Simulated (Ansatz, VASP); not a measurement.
**KF in VASP and in Ansatz**

File INCAR:

```
SYSTEM = KF
PREC = Accurate
ENCUT = 520
EDIFF = 1E-7
ISMEAR = 0
SIGMA = 0.05
LREAL = .False.
LASPH = .True.
NELM = 80
ALGO = Normal
ISIF = 2
LWAVE = .False.
LCHARG = .True.
GGA = PE
LELF = .True.
LVHAR = .True.
NBANDS = 15
```

Contents of KPOINTS:

```
regular mesh
0
Gamma
  8 8 8
  0 0 0
```

Contents of POSCAR:

```
KF
1.0
    0.0000000000      2.6735000000      2.6735000000
    2.6735000000      0.0000000000      2.6735000000
    2.6735000000      2.6735000000      0.0000000000
K F
1 1
Direct
    0.0187020759     -0.0187020759     -0.0187020759
    0.5000000000      0.5000000000      0.5000000000
```

Input for Ansatz:

```yaml
crystal:
  lattice:
    - [0.0, 2.6735, 2.6735]
    - [2.6735, 0.0, 2.6735]
    - [2.6735, 2.6735, 0.0]
  atoms:
    - { symbol: K, position: [0.0187020759, -0.0187020759, -0.0187020759] }
    - { symbol: F, position: [0.5, 0.5, 0.5] }
basis:
  ecutwfc: 420
kpoints:
  mp_grid: { grid: [8, 8, 8] }
hamiltonian:
  xc: pbe
scf:
  occupations: { method: gaussian, width: 0.05 }
output:
  forces: true
  stress: true
  eigenvalues: true
  write_density: true
  write_potential: true
  elf: true
  volumetric_format: npy
```

Change from the starting cell: all K atoms moved -0.100 Å, as atom 1 along Cartesian [1 0 0].

Alike in both runs: task single point; functional PBE; k mesh 8 × 8 × 8; occupations gaussian, width 0.05 eV; no spin polarisation.

|  | VASP | Ansatz |
| --- | --- | --- |
| version | VASP 6.6.1 | Ansatz 0.2.0 |
| potentials or method | VASP PAW PBE potentials, release 64 (K_sv, F) | scalar-relativistic, plane waves, PAW |
| plane-wave cutoff (eV) | 520 | 420 |
| valence electrons in the cell | 16 | 16 |

|  | VASP | Ansatz | Ansatz less VASP |
| --- | --- | --- | --- |
| gap on the k mesh at the Fermi level (eV) | 6.16 | 6.17 | +0.016 |
| least direct gap on the mesh (eV) | 6.16 | 6.17 | +0.016 |
| pressure (GPa) | 1.5 | 1.5 | -0.04 |
| largest component of the traceless stress (GPa) | 0.36 | 0.34 | -0.013 |
| rms of the force components (eV/Å) | 0.099 | 0.095 | -0.0038 |

Atom by atom the forces differ by 0.004 eV/Å (rms over components).

A k mesh can miss the band edges.
